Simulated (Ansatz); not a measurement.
ZrO2 (fluorite, Fm-3m), r²SCAN (plane waves, PAW; program Ansatz): ε∞ = 5.32, cell volume 32.96 Å³. Infrared-active transverse modes:

```json
[
 {"ω_TO (cm⁻¹)": "242.8", "oscillator strength S_xx (e²/amu)": "1.364"}
]
```

Compute the static dielectric constant.

Each mode adds (4.921e7/V) S/ω²: 34.54. So ε0 = 39.9.

What LO frequency does the Lyddane–Sachs–Teller relation give?

ω_LO = ω_TO √(ε0/ε∞) = 665 cm⁻¹.

This is a known high-temperature phase of the composition, computed here at zero pressure and temperature. Symmetry was held in the r²SCAN relaxation. At this level the phase is dynamically unstable (imaginary phonons). No spin polarisation was allowed. Spin–orbit coupling is left out wherever it is not named.

Potentials: the later of the program's two PAW sets.
